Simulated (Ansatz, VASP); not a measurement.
## KF in VASP and in Ansatz

```xyz
2
Lattice="0.0000 2.5805 2.5805 2.5805 0.0000 2.5805 2.5805 2.5805 0.0000" Properties=species:S:1:pos:R:3 pbc="T T T"
K     0.0000    0.0000    0.0000
F     2.5805    2.5805    2.5805
```

Change from the starting cell: hydrostatic strain -3.0%.

Alike in both runs: task single point; functional PBE; k mesh 8 × 8 × 8; occupations fermi-dirac, width 0.02 eV; no spin polarisation.

|  | VASP | Ansatz |
| --- | --- | --- |
| version | VASP 6.6.1 | Ansatz 0.2.0 |
| potentials or method | VASP PAW PBE potentials, release 64 (K_sv, F) | plane waves, PAW |
| plane-wave cutoff (eV) | 520 | 420 |
| valence electrons in the cell | 16 | 16 |

|  | VASP | Ansatz | Ansatz less VASP |
| --- | --- | --- | --- |
| gap on the k mesh at the Fermi level (eV) | 6.75 | 6.77 | +0.019 |
| pressure (GPa) | 6.3 | 6.1 | -0.17 |

A k mesh can miss the band edges.
